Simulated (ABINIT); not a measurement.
PbSe: changing the share of exact exchange

```xyz
2
Lattice="0.0000 3.0606 3.0606 3.0606 0.0000 3.0606 3.0606 3.0606 0.0000" Properties=species:S:1:pos:R:3 pbc="T T T"
Pb    0.0000    0.0000    0.0000
Se    3.0606    3.0606    3.0606
```

Kept alike: task single point; functional PBE0; k mesh 6 × 6 × 6; occupations fermi-dirac, width 0.05 eV; no spin polarisation. Program: ABINIT, SG15 NC PBE v1.2, cutoff 490 eV. The mesh is that of the run's cell of 2 atoms. No spin-orbit coupling.

| run | band gap (eV) |
| --- | --- |
| A | 0.580 |
| B | 0.377 |
| C | 1.057 |
| D | 1.477 |
| E | 0.807 |

The k mesh is coarse, so the values aren't converged. Spin-orbit coupling, left out here, moves the band edges of heavy atoms and can close or invert small gaps. A gap read on the mesh alone can miss an edge between its points. All rows use potentials made for PBE.

The runs differ in the share of exact exchange alone: 0.05; 0.15; 0.25; 0.35; 0.5. Which run is which?

Run A is 0.15; run B is 0.05; run C is 0.35; run D is 0.5; run E is 0.25. The band gap rises from 0.377 to 1.477 eV between 0.05 and 0.5. Exact exchange pulls filled levels down against empty ones, so the gap grows nearly in line with its share. The mean slope is +2.44 eV per unit of share. Measured: 0.28 eV at 300 K (a printed reference work); nearest 0.05, 0.097 eV off. The runs are for a static lattice.
